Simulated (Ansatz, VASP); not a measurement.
InO5: VASP beside Ansatz

File INCAR:

```
ALGO = Normal
EDIFF = 1E-6
ENCUT = 520
GGA = PE
ISIF = 2
ISMEAR = 0
ISPIN = 2
LASPH = T
LCHARG = F
LORBIT = 11
LREAL = F
LWAVE = F
MAGMOM = 0 1 1 1 1 1
NBANDS = 34
NELM = 150
PREC = Accurate
SIGMA = 0.1
```

The input KPOINTS:

```
k-points
0
Gamma
  4 4 4
```

POSCAR

```
InO5
1.0
    0.0000000000      3.4509609300      3.4509609300
    3.4509609300      0.0000000000      3.4509609300
    3.4509609300      3.4509609300      0.0000000000
In O
1 5
Direct
    0.5000000000      0.5000000000      0.5000000000
    0.2500000000      0.2500000000      0.2500000000
    0.8312660400      0.8312660400      0.8312660400
    0.8312660400      0.8312660400      0.5062018800
    0.8312660400      0.5062018800      0.8312660400
    0.5062018800      0.8312660400      0.8312660400
```

Input for Ansatz:

```yaml
crystal:
  lattice:
    - [0.0, 3.45096093, 3.45096093]
    - [3.45096093, 0.0, 3.45096093]
    - [3.45096093, 3.45096093, 0.0]
  atoms:
    - { symbol: In, position: [0.5, 0.5, 0.5] }
    - { symbol: O, position: [0.25, 0.25, 0.25], spin: 1.0 }
    - { symbol: O, position: [0.83126604, 0.83126604, 0.83126604], spin: 1.0 }
    - { symbol: O, position: [0.83126604, 0.83126604, 0.50620188], spin: 1.0 }
    - { symbol: O, position: [0.83126604, 0.50620188, 0.83126604], spin: 1.0 }
    - { symbol: O, position: [0.50620188, 0.83126604, 0.83126604], spin: 1.0 }
basis:
  ecutwfc: 420
kpoints:
  mp_grid: { grid: [4, 4, 4] }
hamiltonian:
  xc: pbe
scf:
  occupations: { method: gaussian, width: 0.1 }
  lower_state_search: "off"
output:
  forces: true
  stress: true
  eigenvalues: true
  populations: true
magnetization:
  spin_polarized: true
```

Alike in both runs: task single point; functional PBE; k mesh 4 × 4 × 4; occupations gaussian, width 0.1 eV; collinear spin.

|  | VASP | Ansatz |
| --- | --- | --- |
| version | VASP 6.6.1 | Ansatz 0.2.0 |
| potentials or method | VASP PAW PBE potentials, release 64 (In_d, O) | scalar-relativistic, plane waves, PAW |
| plane-wave cutoff (eV) | 520 | 420 |
| valence electrons in the cell | 43 | 43 |

Ansatz gave:

```
gap on the k mesh at the Fermi level (eV)                     : none
pressure (GPa)                                                : 21.0
rms of the force components (eV/Å)                            : 4.481
net moment per atom (μB)                                      : 0.71
size of the moment on the site where the two differ most (μB) : 0.69
```

**Question.** What did VASP give for the same quantities?

**Answer.** gap on the k mesh at the Fermi level (eV): none; pressure (GPa): 22.7; rms of the force components (eV/Å): 4.584; net moment per atom (μB): 0.50; size of the moment on the site where the two differ most (μB): 0.82.

The net moments differ so much that the two runs ended in different magnetic states, which moves the other rows too. Site moments also hang on the region over which each program counts them. Atom by atom the forces differ by 0.103 eV/Å (rms over components). A gap of «none» marks a metal or a gap that the smearing closes.

Caveats: the k mesh is coarse (spacing up to 0.39 Å⁻¹), so the values aren't converged; so large a pressure means that the cell lies far from this level's equilibrium, or that cutoff or potentials fall short (VASP); forces of over 1 eV/Å show positions far from the minimum, so gaps and moduli don't describe the material at rest.
